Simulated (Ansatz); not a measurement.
# C, space group P6_3/mmc: a point defect in a supercell

Computed with the Ansatz DFT code, driven from Python.

Interactive session:
```pycon
>>> import ansatz as az
>>> import numpy as np
>>> cell = (
...     az.Lattice.of((2.5221, 0.0, 0.0), (-1.26105, 2.184203, 0.0), (0.0, 0.0, 4.1186))
...     .atom("C", (1 / 3, 2 / 3, 0.0625))
...     .atom("C", (2 / 3, 1 / 3, 0.5625))
...     .atom("C", (1 / 3, 2 / 3, 0.4375))
...     .atom("C", (2 / 3, 1 / 3, 0.9375))
... )
>>> host = cell.supercell(2, 2, 1)
>>> defective = host.vacancy("C", at=(2 / 3, 1 / 3, 0.9375))
>>> def with_settings(structure):
...     return (
...         structure.calculation()
...         .kpoints(length=11)
...         .occupations("Fermi-Dirac", width=0.05)
...         .band_table()
...     )
...
>>> perfect = with_settings(host).run().report
DeckWarning: basis.ecutwfc = 420 eV, auto-derived from the records' recommended cutoffs: set by C (normal level)
>>> job = with_settings(defective).forces()
>>> result = job.run()
>>> data = result.report
>>> data["n_kpoints"], data["n_symmetry_ops"], data["n_pw"]
(7, 6, 1771)
>>> [(site.symbol, site.position_frac.round(4).tolist()) for site in result.lattice.sites]
[(<Element.C: 'C'>, [0.1667, 0.3333, 0.0625]), (<Element.C: 'C'>, [0.3333, 0.1667, 0.5625]), (<Element.C: 'C'>, [0.1667, 0.3333, 0.4375]), (<Element.C: 'C'>, [0.1667, 0.8333, 0.0625]), (<Element.C: 'C'>, [0.3333, 0.6667, 0.5625]), (<Element.C: 'C'>, [0.1667, 0.8333, 0.4375]), (<Element.C: 'C'>, [0.3333, 0.6667, 0.9375]), (<Element.C: 'C'>, [0.6667, 0.3333, 0.0625]), (<Element.C: 'C'>, [0.8333, 0.1667, 0.5625]), (<Element.C: 'C'>, [0.6667, 0.3333, 0.4375]), (<Element.C: 'C'>, [0.8333, 0.1667, 0.9375]), (<Element.C: 'C'>, [0.6667, 0.8333, 0.0625]), (<Element.C: 'C'>, [0.8333, 0.6667, 0.5625]), (<Element.C: 'C'>, [0.6667, 0.8333, 0.4375]), (<Element.C: 'C'>, [0.8333, 0.6667, 0.9375])]
>>> {key: value for key, value in data.items() if isinstance(value, (int, float)) and "ev" in key}
{'n_hpsi_unsolved_levels': 95, 'gap_by_band_count_ev': -0.7106904081234031, 'fermi_energy_ev': 12.952983564371264, 'harris_foulkes_ev': -3755.1995613821955, 'scf_correction_max_component_ev_ang': 0.00047889095923623655, 'free_energy_ev': -3755.1995613791746, 'internal_energy_ev': -3755.167961848684, 'lagrangian_ev': -3755.1995613791746, 'energy_sigma0_ev': -3755.1837616139296, 'lagrangian_sigma0_ev': -3755.1837616139296, 'lagrangian_above_aufbau_ev': -0.0218976400292923, 'entropy_ts_ev': 0.031599530490272164, 'loop_fermi_energy_ev': 12.952983564371264, 'occupations_fermi_energy_ev': 12.952983564371264}
>>> n_host, n_defect = len(perfect["lattice"]["sites"]), len(data["lattice"]["sites"])
>>> print(f"perfect cell: {n_host} atoms, F = {perfect['free_energy_ev']:.4f} eV")
perfect cell: 16 atoms, F = -4012.3812 eV
>>> print(f"defect cell:  {n_defect} atoms, F = {data['free_energy_ev']:.4f} eV")
defect cell:  15 atoms, F = -3755.1996 eV
>>> print(f"vacancy formation energy {data['free_energy_ev'] - perfect['free_energy_ev'] * n_defect / n_host:.3f} eV")
vacancy formation energy 6.408 eV
>>> for site in result.lattice.sites:
...     print(f"{site.symbol:2s}", " ".join(f"{v:8.4f}" for v in site.position_ang))
...
C    0.0000   1.4561   0.2574
C    1.2611   0.7281   2.3167
C    0.0000   1.4561   1.8019
C   -1.2611   3.6403   0.2574
C    0.0000   2.9123   2.3167
C   -1.2611   3.6403   1.8019
C    0.0000   2.9123   3.8612
C    2.5221   1.4561   0.2574
C    3.7832   0.7281   2.3167
C    2.5221   1.4561   1.8019
C    3.7832   0.7281   3.8612
C    1.2611   3.6403   0.2574
C    2.5221   2.9123   2.3167
C    1.2611   3.6403   1.8019
C    2.5221   2.9123   3.8612
```

Total energies depend on the potentials; only differences at equal settings carry meaning. A total without «per atom» is that of the whole cell that was run. The zero of the levels is a convention of the potentials, so an absolute Fermi energy is no work function. A gap by band count of zero or less means overlapping bands, a metal. The atoms stand at ideal sites; relaxing them can change energy and levels by an eV or more. Each cell's levels count from its own Fermi level and aren't aligned; one k-point can hide that the defect cell is metallic. No functional is typed, so the default, PBE, holds. Levels are Kohn-Sham eigenvalues on this mesh. Warnings are shown shortened and without file and line. The supercell is small, so the defect meets its images and the energies aren't those of an isolated defect; a partly filled defect level may also lower its energy by spin or distortion. For a charged cell the difference holds no correction, alignment or term for the electrons' reservoir. The whole script took 3.5 s on 1 thread of Arm Neoverse V2, with other jobs on the host, peak memory 0.38 GiB.
